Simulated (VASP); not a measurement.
# WSe2 in VASP: single point with LDA

Aim: the single point of WSe2 with LDA.

Program: VASP 6.6.1. These are calculated values, not measurements. Logs are shortened: lines on timing, memory, paths and dates and some standing lists are left out, and cuts for length are marked.

### 1 The structure

The cell holds a sheet with vacuum, 9 atoms: a = 3.282 Å, b = 3.282 Å, c = 34.310 Å, α = 90.00°, β = 90.00°, γ = 120.00°.

The cell was built by a generator and needn't be a form met in nature.

### 2 Single point, LDA

Contents of INCAR:

```
SYSTEM = WSe2
PREC = Accurate ; ENCUT = 520
EDIFF = 1E-7 ; ISMEAR = -1
SIGMA = 0.05 ; LREAL = .False.
LASPH = .True. ; NELM = 60
ALGO = Normal ; ISIF = 2
LWAVE = .False. ; LCHARG = .False.
GGA = CA
```

Contents of KPOINTS:

```
Automatic mesh
0
Gamma
  6 6 1
  0 0 0
```

Contents of POSCAR:

```
WSe2
1.0
    3.2820000000      0.0000000000      0.0000000000
   -1.6410000000      2.8422950000      0.0000000000
    0.0000000000      0.0000000000     34.3100000000
Se W
6 3
Direct
    0.6666670000      0.3333330000      0.2639870000
    0.6666670000      0.3333330000      0.3623650000
    0.3333330000      0.6666670000      0.4508540000
    0.3333330000      0.6666670000      0.5491460000
    0.6666670000      0.3333330000      0.6376350000
    0.6666670000      0.3333330000      0.7360130000
    0.3333330000      0.6666670000      0.3131850000
    0.6666670000      0.3333330000      0.5000000000
    0.3333330000      0.6666670000      0.6868150000
```

Potentials or basis: VASP PAW LDA potentials, release 64 (Se, W_sv).

Run with:

```sh
cat potpaw_LDA.64/Se/POTCAR potpaw_LDA.64/W_sv/POTCAR > POTCAR
mpirun -np 1 vasp_std > vasp.out
```

OUTCAR:

```text
SYSTEM = WSe2
   PREC = Accurate
   ENCUT = 520
   EDIFF = 1E-7
   ISMEAR = -1
   LREAL = .False.
   LASPH = .True.
   NELM = 60
   ISIF = 2
   GGA = CA

 ion  position               nearest neighbor table
   1  0.667  0.333  0.264-   7 2.54   7 2.54   7 2.54
   2  0.667  0.333  0.362-   7 2.54   7 2.54   7 2.54
   3  0.333  0.667  0.451-   8 2.54   8 2.54   8 2.54
   4  0.333  0.667  0.549-   8 2.54   8 2.54   8 2.54
   5  0.667  0.333  0.638-   9 2.54   9 2.54   9 2.54
   6  0.667  0.333  0.736-   9 2.54   9 2.54   9 2.54
   7  0.333  0.667  0.313-   2 2.54   2 2.54   2 2.54   1 2.54   1 2.54   1 2.54
   8  0.667  0.333  0.500-   3 2.54   4 2.54   3 2.54   4 2.54   3 2.54   4 2.54
   9  0.333  0.667  0.687-   5 2.54   5 2.54   5 2.54   6 2.54   6 2.54   6 2.54

  LATTYP: Found a hexagonal cell.
 ALAT       =     3.2820000000
 C/A-ratio  =    10.4539914686

  Lattice vectors:

 A1 = (   3.2820000000,   0.0000000000,   0.0000000000)
 A2 = (  -1.6410000000,   2.8422950000,   0.0000000000)
 A3 = (   0.0000000000,   0.0000000000,  34.3100000000)

Analysis of symmetry for initial positions (statically):
=====================================================================
 Subroutine PRICEL returns:
 Original cell was already a primitive cell.

 Routine SETGRP: Setting up the symmetry group for a
 hexagonal supercell.

 Subroutine GETGRP returns: Found 12 space group operations
 (whereof 12 operations were pure point group operations)
 out of a pool of 24 trial point group operations.

The static configuration has the point symmetry D_3h.

Analysis of symmetry for dynamics (positions and initial velocities):
=====================================================================
 Subroutine PRICEL returns:
 Original cell was already a primitive cell.

 Routine SETGRP: Setting up the symmetry group for a
 hexagonal supercell.

 Subroutine GETGRP returns: Found 12 space group operations
 (whereof 12 operations were pure point group operations)
 out of a pool of 24 trial point group operations.

The dynamic configuration has the point symmetry D_3h.

 Subroutine INISYM returns: Found 12 space group operations
 (whereof 12 operations are pure point group operations),
 and found     1 'primitive' translations

----------------------------------------------------------------------------------------

                                     Primitive cell

  volume of cell :     320.0578

  direct lattice vectors                    reciprocal lattice vectors
     3.282000000  0.000000000  0.000000000     0.304692261  0.175914182  0.000000000
    -1.641000000  2.842295000  0.000000000     0.000000000  0.351828364  0.000000000
     0.000000000  0.000000000 34.310000000     0.000000000  0.000000000  0.029146022

  length of vectors
     3.282000000  3.281999675 34.310000000     0.351828329  0.351828364  0.029146022

  position of ions in fractional coordinates (direct lattice)
     0.666667000  0.333333000  0.263987000
     0.666667000  0.333333000  0.362365000
     0.333333000  0.666667000  0.450854000
     0.333333000  0.666667000  0.549146000
     0.666667000  0.333333000  0.637635000
     0.666667000  0.333333000  0.736013000
     0.333333000  0.666667000  0.313185000
     0.666667000  0.333333000  0.500000000
     0.333333000  0.666667000  0.686815000

  ion indices of the primitive-cell ions
   primitive index   ion index
                 1           1
                 2           2
                 3           3
                 4           4
                 5           5
                 6           6
                 7           7
                 8           8
                 9           9

----------------------------------------------------------------------------------------

 KPOINTS: Automatic mesh

Automatic generation of k-mesh.
 Grid dimensions read from file:
 generate k-points for:    6    6    1

 Generating k-lattice:

  Cartesian coordinates                     Fractional coordinates (reciprocal lattice)
     0.050782043  0.029319030  0.000000000     0.166666667  0.000000000  0.000000000
     0.000000000  0.058638061  0.000000000     0.000000000  0.166666667  0.000000000
     0.000000000  0.000000000  0.029146022     0.000000000  0.000000000  1.000000000

  Length of vectors
     0.058638055  0.058638061  0.029146022

  Shift w.r.t. Gamma in fractional coordinates (k-lattice)
     0.000000000  0.000000000  0.000000000

 Subroutine IBZKPT returns following result:
 ===========================================

 Found      7 irreducible k-points:

 Following reciprocal coordinates:
            Coordinates               Weight
  0.000000  0.000000  0.000000      1.000000
  0.166667 -0.000000  0.000000      6.000000
  0.333333 -0.000000  0.000000      6.000000
  0.500000  0.000000  0.000000      3.000000
  0.166667  0.166667  0.000000      6.000000
  0.333333  0.166667  0.000000     12.000000
  0.333333  0.333333  0.000000      2.000000
   k-points           NKPTS =      7   k-points in BZ     NKDIM =      7   number of bands    NBANDS=     46
   number of dos      NEDOS =    301   number of ions     NIONS =      9
   total plane-waves  NPLWV = 147456
   dimension x,y,z NGX =    24 NGY =   24 NGZ =  256
   dimension x,y,z NGXF=    48 NGYF=   48 NGZF=  512
   ions per type =               6   3
   NGX,Y,Z   is equivalent  to a cutoff of  12.16, 12.16, 12.40 a.u.
   NGXF,Y,Z  is equivalent  to a cutoff of  24.31, 24.31, 24.81 a.u.
 SYSTEM =  WSe2
   PREC   = accura    normal or accurate (medium, high low for compatibility)
   ISTART =      0    job   : 0-new  1-cont  2-samecut
   ICHARG =      2    charge: 1-file 2-atom 10-const
   ISPIN  =      1    spin polarized calculation?
   LNONCOLLINEAR =      F non collinear calculations
   LSORBIT =      F    spin-orbit coupling
   LASPH  =      T    aspherical Exc in radial PAW
   ENCUT  =  520.0 eV  38.22 Ry    6.18 a.u.   6.10  6.10 63.79*2*pi/ulx,y,z
   NELM   =     60;   NELMIN=  2; NELMDL= -5     # of ELM steps
   EDIFF  = 0.1E-06   stopping-criterion for ELM
   LREAL  =      F    real-space projection
   EDIFFG = 0.1E-05   stopping-criterion for IOM
   NSW    =      0    number of steps for IOM
   IBRION =     -1    ionic relax: 0-MD 1-quasi-New 2-CG
   NFREE  =      0    steps in history (QN), initial steepest desc. (CG)
   ISIF   =      2    stress and relaxation
   ISYM   =      2    0-nonsym 1-usesym 2-fastsym
   POTIM  = 0.5000    time-step for ionic-motion
   TEBEG  =    0.0;   TEEND  =   0.0 temperature during run
   PSTRESS=    0.0 pullay stress
   NELECT =      78.0000    total number of electrons
   NUPDOWN=      -1.0000    fix difference up-down
   EMIN   =  10.00;   EMAX   =-10.00  energy-range for DOS
   EFERMI =   0.00;   METHOD = LEGACY
   ISMEAR =    -1;   SIGMA  =   0.05  broadening in eV -4-tet -1-fermi 0-gaus
   EFERMI_NEDOS =   21; number of points for ismear=-14 and -15
   IALGO  =     38    algorithm
   IMIX   =      4    mixing-type and parameters
     AMIX     =   0.40;   BMIX     =  1.00
     AMIX_MAG =   1.60;   BMIX_MAG =  1.00
  volume/ion in A,a.u.               =      35.56       239.98
  Fermi-wavevector in a.u.,A,eV,Ry     =   1.022579  1.932394 14.227175  1.045668
  Thomas-Fermi vector in A             =   2.156266
   LORBIT       =      0    0 simple, 1 ext, 2 COOP (PROOUT), +10 PAW based schemes
   GGA     = CA    functional components
   LHFCALC =     F    Hartree Fock is set to
   AEXX    =    0.0000 exact exchange contribution
   IVDW    =     0    specifies the selected vdW correction
   LEPSILON=     F    determine dielectric tensor
   LRPA    =     F    only Hartree local field effects (RPA)
 non-spin polarized calculation
  energy-cutoff  :      520.00
  volume of cell :      320.06
 maximum number of plane-waves:      8724
   NGX = 13   NGY = 13   NGZ =127

 number of electron      77.9999991 magnetization

 Free energy of the ion-electron system (eV)
  ---------------------------------------------------
  ext. energy  EPLUGINS =         0.00000000
  ---------------------------------------------------
  free energy    TOTEN  =       -72.55385975 eV

  energy without entropy =      -72.55385508  energy(sigma->0) =      -72.55385741

 E-fermi :   1.8037     XC(G=0):  -6.5540

 val. band max:        1.3228923044   @ k =   0.0000   0.0000   0.0000
 cond. band min:       2.3701828262   @ k =   0.1667   0.1667   0.0000
 fundamental gap:      1.0472905217
 Fermi energy:         1.8037310089

 k-point     1 :       0.0000    0.0000    0.0000
  band No.  band energies     occupation
      1     -72.4929      2.00000
      2     -72.4901      2.00000
      3     -72.4901      2.00000
      4     -37.0067      2.00000
      5     -37.0036      2.00000
      6     -37.0036      2.00000
[... 38 lines left out ...]
     45       4.0824      0.00000
     46       4.1481      0.00000

 k-point     2 :       0.1667   -0.0000    0.0000
  band No.  band energies     occupation
      1     -72.4902      2.00000
      2     -72.4873      2.00000
      3     -72.4873      2.00000
      4     -36.9951      2.00000
      5     -36.9919      2.00000
      6     -36.9919      2.00000
[... 38 lines left out ...]
     45       3.7621      0.00000
     46       3.8033      0.00000

 k-point     3 :       0.3333   -0.0000    0.0000
  band No.  band energies     occupation
      1     -72.4847      2.00000
      2     -72.4818      2.00000
      3     -72.4818      2.00000
      4     -37.0360      2.00000
      5     -37.0307      2.00000
      6     -37.0307      2.00000
[... 38 lines left out ...]
     45       3.4989      0.00000
     46       4.0350      0.00000

 k-point     4 :       0.5000    0.0000    0.0000
  band No.  band energies     occupation
      1     -72.4819      2.00000
      2     -72.4791      2.00000
      3     -72.4791      2.00000
      4     -37.0953      2.00000
      5     -37.0899      2.00000
      6     -37.0899      2.00000
[... 38 lines left out ...]
     45       4.0013      0.00000
     46       4.3648      0.00000

 k-point     5 :       0.1667    0.1667    0.0000
  band No.  band energies     occupation
      1     -72.4861      2.00000
      2     -72.4832      2.00000
      3     -72.4832      2.00000
      4     -36.9948      2.00000
      5     -36.9895      2.00000
      6     -36.9895      2.00000
[... 38 lines left out ...]
     45       3.5419      0.00000
     46       3.6130      0.00000

 k-point     6 :       0.3333    0.1667    0.0000
  band No.  band energies     occupation
      1     -72.4819      2.00000
      2     -72.4791      2.00000
      3     -72.4791      2.00000
      4     -37.0651      2.00000
      5     -37.0598      2.00000
      6     -37.0598      2.00000
[... 38 lines left out ...]
     45       3.9553      0.00000
     46       3.9791      0.00000

 k-point     7 :       0.3333    0.3333    0.0000
  band No.  band energies     occupation
      1     -72.4806      2.00000
      2     -72.4777      2.00000
      3     -72.4777      2.00000
      4     -37.0346      2.00000
      5     -37.0293      2.00000
      6     -37.0293      2.00000
[... 38 lines left out ...]
     45       4.2420      0.00000
     46       4.4579      0.00000

------------------------ aborting loop because EDIFF is reached ----------------------------------------

  FORCE on cell =-STRESS in cart. coord.  units (eV):
  Direction    XX          YY          ZZ          XY          YZ          ZX
  --------------------------------------------------------------------------------------
  -------------------------------------------------------------------------------------
  Total       -4.0979260     -4.0979249     -4.9310423      0.0000000     -0.0000000     -0.0000000
  in kB      -20.5138060    -20.5138006    -24.6843027      0.0000000     -0.0000000     -0.0000000
  external PRESSURE =     -21.9039698 kB  Pullay stress =       0.0000000 kB

 VOLUME and BASIS-vectors are now :
 -----------------------------------------------------------------------------
  energy-cutoff  :      520.00
  volume of cell :      320.06
      direct lattice vectors                 reciprocal lattice vectors
     3.282000000  0.000000000  0.000000000     0.304692261  0.175914182  0.000000000
    -1.641000000  2.842295000  0.000000000     0.000000000  0.351828364  0.000000000
     0.000000000  0.000000000 34.310000000     0.000000000  0.000000000  0.029146022

 POSITION                                       TOTAL-FORCE (eV/Angst)
 -----------------------------------------------------------------------------------
      1.64100      0.94743      9.05739        -0.000000      0.000000      0.538971
      1.64100      0.94743     12.43274        -0.000000      0.000000     -0.472010
     -0.00000      1.89486     15.46880        -0.000000      0.000000      0.454833
     -0.00000      1.89486     18.84120        -0.000000      0.000000     -0.454833
      1.64100      0.94743     21.87726        -0.000000      0.000000      0.472010
      1.64100      0.94743     25.25261        -0.000000      0.000000     -0.538971
     -0.00000      1.89486     10.74538         0.000000     -0.000000     -0.070444
      1.64100      0.94743     17.15500        -0.000000      0.000000      0.000000
     -0.00000      1.89486     23.56462         0.000000     -0.000000      0.070444
 -----------------------------------------------------------------------------------
    total drift:                                0.000742     -0.000433      0.000000

  FREE ENERGIE OF THE ION-ELECTRON SYSTEM (eV)
  ---------------------------------------------------
  free  energy   TOTEN  =       -72.5538597455 eV

  energy  without entropy=      -72.5538550768  energy(sigma->0) =      -72.55385741
```

It took 96 s on 1 thread of Intel Xeon 6975P-C (Granite Rapids), shared host; peak memory 0.33 GiB.

What came out:

```yaml
Free_energy: -72.5539 eV
Largest_force: 0.539 eV/Å
Band_gap_on_the_k_mesh: 1.05 eV, indirect (least direct gap 1.59 eV)
```

Forces in eV/Å, atoms in the order of the input:
```
Se   0.000  0.000  0.539
Se   0.000  0.000 -0.472
Se   0.000  0.000  0.455
Se   0.000  0.000 -0.455
Se   0.000  0.000  0.472
Se   0.000  0.000 -0.539
W    0.000  0.000 -0.070
W    0.000  0.000  0.000
W    0.000  0.000  0.070
```

Levels at points of the mesh, in eV from the valence-band top:
```
           k point  band 36  band 37  band 38  band 39  band 40  band 41  band 42  band 43
(0.00, 0.00, 0.00)    -1.38    -0.93    -0.27     0.00     2.69     2.69     2.71     2.71
(0.50, 0.00, 0.00)    -1.20    -1.20    -1.07    -0.98     2.20     2.22     2.23     2.37
```

Caveat: spin-orbit coupling is left out, which moves the levels of the heavy elements.
